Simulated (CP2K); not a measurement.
# PbS (Cmcm) in CP2K: further runs

One crystal, PbS, is run at these levels: LDA, PBEsol, r2SCAN; tasks: band structure.

All numbers are computed with CP2K 2026.2; they aren't measurements. Logs are shortened: lines on timing, memory, paths and dates and some standing lists are left out, and cuts for length are marked.

## 1. The crystal as given

Symmetry: Cmcm, No. 63, orthorhombic system. The conventional cell has a = 4.160 Å, b = 11.983 Å, c = 4.279 Å, α = 90.00°, β = 90.00°, γ = 90.00°. Pb (site symmetry m2m) has 5 S at 2.69 to 2.99 Å as nearest neighbours. S (site symmetry m2m) is surrounded by 5 Pb at 2.69 to 2.99 Å.

Measurements of this composition are mostly on another form, of space group No. 225.

## 2. Band structure, LDA

File pbs_bands.inp:

```
&GLOBAL
  PROJECT pbs_bands
  RUN_TYPE ENERGY_FORCE
  PRINT_LEVEL LOW
&END GLOBAL
&FORCE_EVAL
  METHOD QS
  STRESS_TENSOR ANALYTICAL
  &DFT
    BASIS_SET_FILE_NAME BASIS_MOLOPT_UZH
    POTENTIAL_FILE_NAME GTH_POTENTIALS
    &MGRID
      CUTOFF 450
      REL_CUTOFF 60
      NGRIDS 4
    &END MGRID
    &QS
      METHOD GPW
      EPS_DEFAULT 1.0E-10
    &END QS
    &KPOINTS
      SCHEME MONKHORST-PACK 5 5 5
      GAMMA_CENTERED T
      SYMMETRY T
      SYMMETRY_BACKEND SPGLIB
    &END KPOINTS
    &SCF
      SCF_GUESS ATOMIC
      EPS_SCF 1.0E-6
      MAX_SCF 100
      ADDED_MOS 14
      CHOLESKY OFF
      EPS_EIGVAL 1.0E-7
      &DIAGONALIZATION ON
        ALGORITHM STANDARD
      &END DIAGONALIZATION
      &MIXING ON
        METHOD BROYDEN_MIXING
        ALPHA 0.4
        BETA 1.5
        NBUFFER 8
      &END MIXING
      &SMEAR ON
        METHOD FERMI_DIRAC
        ELECTRONIC_TEMPERATURE 580.23
      &END SMEAR
    &END SCF
    &XC
      &XC_FUNCTIONAL
        &LDA_X
        &END LDA_X
        &LDA_C_PW
        &END LDA_C_PW
      &END XC_FUNCTIONAL
    &END XC
    &PRINT
      &KPOINTS ON
      &END KPOINTS
      &MULLIKEN ON
      &END MULLIKEN
      &MO ON
        ENERGIES T
        OCCUPATION_NUMBERS T
        &EACH
          QS_SCF 0
        &END EACH
        ADD_LAST NUMERIC
      &END MO
      &BAND_STRUCTURE
        FILE_NAME bands.bs
        ADDED_MOS 4
        &KPOINT_SET
          UNITS B_VECTOR
          NPOINTS 10
          SPECIAL_POINT GAMMA 0.00000000 0.00000000 0.00000000
          SPECIAL_POINT X 0.28013042 0.28013042 0.00000000
          SPECIAL_POINT S 0.00000000 0.50000000 0.00000000
          SPECIAL_POINT R 0.00000000 0.50000000 0.50000000
          SPECIAL_POINT A 0.28013042 0.28013042 0.50000000
          SPECIAL_POINT Z 0.00000000 0.00000000 0.50000000
          SPECIAL_POINT GAMMA 0.00000000 0.00000000 0.00000000
          SPECIAL_POINT Y -0.50000000 0.50000000 0.00000000
          SPECIAL_POINT X1 -0.28013042 0.71986958 0.00000000
          SPECIAL_POINT A1 -0.28013042 0.71986958 0.50000000
          SPECIAL_POINT T -0.50000000 0.50000000 0.50000000
          SPECIAL_POINT Y -0.50000000 0.50000000 0.00000000
        &END KPOINT_SET
        &KPOINT_SET
          UNITS B_VECTOR
          NPOINTS 10
          SPECIAL_POINT Z 0.00000000 0.00000000 0.50000000
          SPECIAL_POINT T -0.50000000 0.50000000 0.50000000
        &END KPOINT_SET
      &END BAND_STRUCTURE
    &END PRINT
  &END DFT
  &SUBSYS
    &CELL
      ABC 6.3420691685 6.3420691685 4.2793209400
      ALPHA_BETA_GAMMA 90.0000000000 90.0000000000 141.7098479500
      PERIODIC XYZ
    &END CELL
    &COORD
      SCALED
      Pb  0.1305633500 0.8694366500 0.2500000000
      Pb  0.8694366500 0.1305633500 0.7500000000
      S   0.3547970900 0.6452029100 0.2500000000
      S   0.6452029100 0.3547970900 0.7500000000
    &END COORD
    &KIND Pb
      BASIS_SET TZVP-MOLOPT-PBE-GTH-q4
      POTENTIAL GTH-PADE-q4
    &END KIND
    &KIND S
      BASIS_SET TZVP-MOLOPT-PBE-GTH-q6
      POTENTIAL GTH-PADE-q6
    &END KIND
    &PRINT
      &ATOMIC_COORDINATES ON
      &END ATOMIC_COORDINATES
      &CELL ON
      &END CELL
      &SYMMETRY ON
      &END SYMMETRY
    &END PRINT
  &END SUBSYS
  &PRINT
    &FORCES ON
    &END FORCES
    &STRESS_TENSOR ON
    &END STRESS_TENSOR
  &END PRINT
&END FORCE_EVAL
```

Potentials or basis: GTH_POTENTIALS Pb GTH-PADE-q4, S GTH-PADE-q6; TZVP-MOLOPT-PBE-GTH basis.

Launch:

```bash
OMP_NUM_THREADS=1 cp2k.psmp -i pbs_bands.inp -o pbs_bands.out
```

pbs_bands.out:

```text

 CP2K| version string:                                       CP2K version 2026.2
 CP2K| Input file name                                             pbs_bands.inp

 GLOBAL| Force Environment number                                              1
 GLOBAL| Basis set file name                                    BASIS_MOLOPT_UZH
 GLOBAL| Potential file name                                      GTH_POTENTIALS
 GLOBAL| MM Potential file name                                     MM_POTENTIAL
 GLOBAL| Coordinate file name                                      __STD_INPUT__
 GLOBAL| Method name                                                        CP2K
 GLOBAL| Project name                                                  pbs_bands
 GLOBAL| Run type                                                   ENERGY_FORCE
 GLOBAL| FFT library                                                       FFTW3
 GLOBAL| Diagonalization library                                       ScaLAPACK
 GLOBAL| Cholesky decomposition library                                ScaLAPACK
 GLOBAL| DGEMM library                                                      BLAS
 GLOBAL| Direct generalized diagonalization requested                          F
 GLOBAL| Matrix multiplication library                                 ScaLAPACK
 GLOBAL| Global print level                                                  LOW
 GLOBAL| Total number of message passing processes                             1
 GLOBAL| Number of threads for this process                                    1
 GLOBAL| CPU model name                                                  UNKNOWN

 CELL| Volume [angstrom^3]:                                           106.654492
 CELL| Vector a [angstrom]:       6.342     0.000     0.000   |a| =     6.342069
 CELL| Vector b [angstrom]:      -4.978     3.930     0.000   |b| =     6.342069
 CELL| Vector c [angstrom]:       0.000     0.000     4.279   |c| =     4.279321
 CELL| Angle (b,c), alpha [degree]:                                    90.000000
 CELL| Angle (a,c), beta  [degree]:                                    90.000000
 CELL| Angle (a,b), gamma [degree]:                                   141.709848
 CELL| Numerically orthorhombic:                                              NO
 CELL| Periodicity                                                           XYZ

 CELL_REF| Volume [angstrom^3]:                                       106.654492
 CELL_REF| Vector a [angstrom     6.342     0.000     0.000   |a| =     6.342069
 CELL_REF| Vector b [angstrom    -4.978     3.930     0.000   |b| =     6.342069
 CELL_REF| Vector c [angstrom     0.000     0.000     4.279   |c| =     4.279321
 CELL_REF| Angle (b,c), alpha [degree]:                                90.000000
 CELL_REF| Angle (a,c), beta  [degree]:                                90.000000
 CELL_REF| Angle (a,b), gamma [degree]:                               141.709848
 CELL_REF| Numerically orthorhombic:                                          NO
 CELL_REF| Periodicity                                                       XYZ

[... 9 lines left out ...]

  Total number of            - Atomic kinds:                                   2
                             - Atoms:                                          4
                             - Shell sets:                                     4
                             - Shells:                                        28
                             - Primitive Cartesian functions:                 16
                             - Cartesian basis functions:                     72
                             - Spherical basis functions:                     68

  Maximum angular momentum of- Orbital basis functions:                        2
                             - Local part of the GTH pseudopotential:          0
                             - Non-local part of the GTH pseudopotential:      4

 MODULE QUICKSTEP: ATOMIC COORDINATES IN ANGSTROM

   Atom Kind Element         X             Y             Z       Z(eff)     Mass
      1    1 Pb   82     -3.499824      3.416735      1.069830   4.0000 207.2000
      2    1 Pb   82      4.864112      0.513091      3.209491   4.0000 207.2000
      3    2 S    16     -0.961531      2.535535      1.069830   6.0000  32.0650
      4    2 S    16      2.325819      1.394291      3.209491   6.0000  32.0650

 Crystal Symmetry Information
       International Symbol:                                                Cmcm
       Point Group Symbol:                                                   mmm
       Schoenflies Symbol:                                                D2h^17
       Number of Symmetry Operations:                                          8

 SCF PARAMETERS         Density guess:                                    ATOMIC
[... 9 lines left out ...]
                        --------------------------------------------------------
                        level_shift [a.u.]:                             0.000000
[... 87 lines left out ...]
  Total charge density on r-space grids:       -0.0000000052
  Total charge density g-space grids:          -0.0000000052

  Overlap energy of the core charge distribution:               0.00000000010089
  Self energy of the core charge distribution:                -62.97778462968014
  Core Hamiltonian energy:                                     13.33452617558283
  Hartree energy:                                              28.21157784985015
  Exchange-correlation energy:                                 -6.40814140067715
  Electronic entropic energy:                                  -0.00000009571567
  Fermi energy:                                                 0.13051097302694

  Total energy:                                               -27.83982210053922
  Total energy (extrapolated to T->0):                        -27.83982205268138

 MO| EIGENVALUES AND OCCUPATION NUMBERS FOR K POINT 1
 MO|
 MO|  Index      Eigenvalue [a.u.]        Eigenvalue [eV]             Occupation
 MO|      1              -0.325765              -8.864524               2.000000
 MO|      2              -0.311535              -8.477294               2.000000
 MO|      3              -0.191548              -5.212286               2.000000
 MO|      4              -0.169466              -4.611400               2.000000
 MO|      5              -0.013738              -0.373823               2.000000
 MO|      6               0.023020               0.626410               2.000000
[... 106 lines left out ...]
 MO|     23               0.643916              17.521843               0.000000
 MO|     24               0.653999              17.796213               0.000000
 MO| Sum:                                                              20.000000
 MO| E(Fermi):            0.130511 a.u.          3.551384 eV
 MO| Band gap:            0.139184 a.u.          3.787384 eV

 MO| EIGENVALUES AND OCCUPATION NUMBERS FOR K POINT 5
 MO|
 MO|  Index      Eigenvalue [a.u.]        Eigenvalue [eV]             Occupation
 MO|      1              -0.325211              -8.849430               2.000000
 MO|      2              -0.311629              -8.479850               2.000000
 MO|      3              -0.194111              -5.282032               2.000000
 MO|      4              -0.152657              -4.153996               2.000000
 MO|      5              -0.013457              -0.366192               2.000000
 MO|      6               0.024738               0.673156               2.000000
[... 76 lines left out ...]
 MO|     23               0.637978              17.360258               0.000000
 MO|     24               0.652471              17.754635               0.000000
 MO| Sum:                                                              20.000000
 MO| E(Fermi):            0.130511 a.u.          3.551384 eV
 MO| Band gap:            0.165551 a.u.          4.504884 eV

 MO| EIGENVALUES AND OCCUPATION NUMBERS FOR K POINT 8
 MO|
 MO|  Index      Eigenvalue [a.u.]        Eigenvalue [eV]             Occupation
 MO|      1              -0.328645              -8.942883               2.000000
 MO|      2              -0.308753              -8.401584               2.000000
 MO|      3              -0.183986              -5.006511               2.000000
 MO|      4              -0.159440              -4.338589               2.000000
 MO|      5              -0.013880              -0.377699               2.000000
 MO|      6               0.012162               0.330938               2.000000
[... 196 lines left out ...]
 MO|     23               0.582199              15.842434               0.000000
 MO|     24               0.624176              16.984700               0.000000
 MO| Sum:                                                              20.000000
 MO| E(Fermi):            0.130511 a.u.          3.551384 eV

 [... the levels of further k-points ...]

 !-----------------------------------------------------------------------------!
                     Mulliken Population Analysis

 #  Atom  Element  Kind  Atomic population                           Net charge
       1     Pb       1          3.367133                              0.632867
       2     Pb       1          3.367134                              0.632866
       3     S        2          6.632866                             -0.632866
       4     S        2          6.632867                             -0.632867
 # Total charge                             20.000000                 -0.000000

 !-----------------------------------------------------------------------------!

 KPOINTS| Band Structure Calculation
 KPOINTS| Number of k-point sets                                               2
 KPOINTS| Number of added MOs/bands                                            4
 KPOINTS| Number of k-points in set    1                                     111
 KPOINTS| In units of b-vector [2pi/Bohr]
 KPOINTS| Special point     1       GAMMA     0.000000     0.000000     0.000000
 KPOINTS| Special point     2           X     0.280130     0.280130     0.000000
 KPOINTS| Special point     3           S     0.000000     0.500000     0.000000
 KPOINTS| Special point     4           R     0.000000     0.500000     0.500000
 KPOINTS| Special point     5           A     0.280130     0.280130     0.500000
 KPOINTS| Special point     6           Z     0.000000     0.000000     0.500000
 KPOINTS| Special point     7       GAMMA     0.000000     0.000000     0.000000
 KPOINTS| Special point     8           Y    -0.500000     0.500000     0.000000
 KPOINTS| Special point     9          X1    -0.280130     0.719870     0.000000
 KPOINTS| Special point    10          A1    -0.280130     0.719870     0.500000
 KPOINTS| Special point    11           T    -0.500000     0.500000     0.500000
 KPOINTS| Special point    12           Y    -0.500000     0.500000     0.000000
 KPOINTS| Number of k-points in set    2                                      11
 KPOINTS| In units of b-vector [2pi/Bohr]
 KPOINTS| Special point     1           Z     0.000000     0.000000     0.500000
 KPOINTS| Special point     2           T    -0.500000     0.500000     0.500000

 ENERGY| Total FORCE_EVAL ( QS ) energy [hartree]            -27.839819396846448

 FORCES| Atomic forces [hartree/bohr]
 FORCES|   Atom     x               y               z               |f|
 FORCES|      1  5.01927163E-03 -1.74249862E-03 -1.06566535E-09   5.31313364E-03
 FORCES|      2 -5.01926994E-03  1.74249773E-03  1.00784869E-09   5.31313176E-03
 FORCES|      3 -3.12375116E-03  1.08443754E-03 -9.81592107E-10   3.30663365E-03
 FORCES|      4  3.12374947E-03 -1.08443665E-03  1.03941016E-09   3.30663176E-03
 FORCES| Sum     2.32591724E-14  1.89431804E-15  1.39747637E-15
 FORCES| Total atomic force                                       2.33779914E-14

 STRESS| Analytical stress tensor [bar]
 STRESS|                        x                   y                   z
 STRESS|      x       -4.00636604471E+04  -1.69537267872E+02   2.10275621433E-03
 STRESS|      y       -1.69537267872E+02  -4.04929668326E+04  -7.29795042335E-04
 STRESS|      z        2.10275621433E-03  -7.29795042335E-04  -4.40959286866E+04
 STRESS| 1/3 Trace                                            -4.15508519888E+04
 STRESS| Determinant                                          -7.15354021676E+13

 STRESS| Eigenvectors and eigenvalues of the analytical stress tensor [bar]
 STRESS|                        1                   2                   3
 STRESS| Eigenvalues  -4.40959286866E+04  -4.05518440374E+04  -4.00047832423E+04
 STRESS|      x          -0.000000513983      0.328061899733      0.944656228447
 STRESS|      y           0.000000178369      0.944656228447     -0.328061899733
 STRESS|      z           1.000000000000      0.000000000121      0.000000544053
```

It took 19 s on 1 thread of Arm Neoverse V1, shared host; peak memory 0.44 GiB.

What came out:

```
Free energy             : -757.5600 eV
Pressure                : -4.2 GPa
Largest force           : 0.273 eV/Å
Band gap on the k mesh  : 1.05 eV, indirect (least direct gap 1.13 eV)
Band gap along the path : 0.94 eV, indirect (least direct gap 1.06 eV)
Mulliken charges        : Pb +0.63; S -0.63 e
```

Forces on the atoms (eV/Å):
```
Pb   0.258 -0.090  0.000
Pb  -0.258  0.090  0.000
S   -0.161  0.056  0.000
S    0.161 -0.056  0.000
```

Stress tensor (GPa, compression positive):
```
-4.01 -0.02  0.00
-0.02 -4.05  0.00
 0.00  0.00 -4.41
```

Levels at the corners of the path, in eV from the valence-band top:
```tsv
point	band 6	band 7	band 8	band 9	band 10	band 11	band 12	band 13	band 14	band 15
Γ	-3.00	-2.43	-1.65	-1.45	-0.47	4.57	4.76	4.82	5.50	5.67
X	-1.44	-1.44	-1.29	-0.76	-0.29	1.48	1.69	1.89	2.57	3.28
S	-2.12	-1.42	-1.24	-0.45	-0.44	1.60	1.71	2.02	2.88	2.98
R	-4.43	-3.20	-3.20	-1.48	-1.48	3.29	3.29	5.22	5.22	6.39
A	-4.45	-2.85	-2.85	-1.52	-1.52	3.13	3.13	5.66	5.66	6.32
Z	-2.85	-1.18	-1.18	-0.18	-0.18	1.66	1.66	2.62	2.62	4.93
Γ	-3.00	-2.43	-1.65	-1.45	-0.47	4.57	4.76	4.82	5.50	5.67
Y	-2.68	-2.08	-1.88	-1.26	-0.45	0.94	4.41	4.89	4.97	5.38
X1	-1.44	-1.44	-1.29	-0.76	-0.29	1.48	1.69	1.89	2.57	3.28
A1	-4.45	-2.85	-2.85	-1.52	-1.52	3.13	3.13	5.66	5.66	6.32
T	-1.30	-1.28	-1.28	-0.57	-0.57	1.55	1.55	3.02	3.02	3.39
Y	-2.68	-2.08	-1.88	-1.26	-0.45	0.94	4.41	4.89	4.97	5.38
Z	-2.85	-1.18	-1.18	-0.18	-0.18	1.66	1.66	2.62	2.62	4.93
T	-1.30	-1.28	-1.28	-0.57	-0.57	1.55	1.55	3.02	3.02	3.39
```

Caveat: Mulliken charges move with the basis; spin-orbit coupling is left out, which as a rule narrows the gap of such compounds by several tenths of an eV; the mesh misses the band edges, which the band path finds closer together; the basis of atomic orbitals isn't converged, which shifts pressures, moduli and gaps.

(Part 1 of 2 ends here.)
